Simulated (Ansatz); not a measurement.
# TiAl3: equation of state with LDA

The system is TiAl3.

```
Ti Al
1.0
     2.83968    0.00000    0.00000
     0.00000    4.68126    0.00000
     0.00000    0.00000    4.90074
Ti Al
1 3
Direct
  0.00000 0.50000 0.16592
  0.00000 0.00000 0.83590
  0.50000 0.00000 0.33091
  0.50000 0.50000 0.66727
```

The cell comes from a database or a generator and needn't be the stable form of this composition.

```json
{
  "Program": "Ansatz 0.2.0",
  "Task": "equation of state",
  "Functional": "LDA",
  "Potentials or basis": "all-electron LAPW, scalar-relativistic",
  "Basis error allowed": "0.002 eV/atom",
  "k mesh": "9 × 6 × 6",
  "Occupations": "fermi-dirac, width 0.05 eV",
  "Spin": "no spin polarisation"
}
```

```json
{
  "Equilibrium volume": "15.46 Å³/atom",
  "Bulk modulus at fixed shape and positions": "109 GPa",
  "Pressure derivative of the bulk modulus": "4.2"
}
```

Energy against volume, from the lowest point:
```tsv
volume (Å³/atom)	energy (meV/atom)
15.310	0.00
15.635	0.10
15.961	4.62
16.287	13.09
16.612	25.11
16.938	40.31
17.264	58.37
```

All runs of the series together: 3.1 min on 2 threads of Arm Neoverse V2, on a shared host.

Caveat: the cell was scaled at fixed shape and fractional positions, which overstates the stiffness of a crystal with free parameters, most of all of layers and chains.
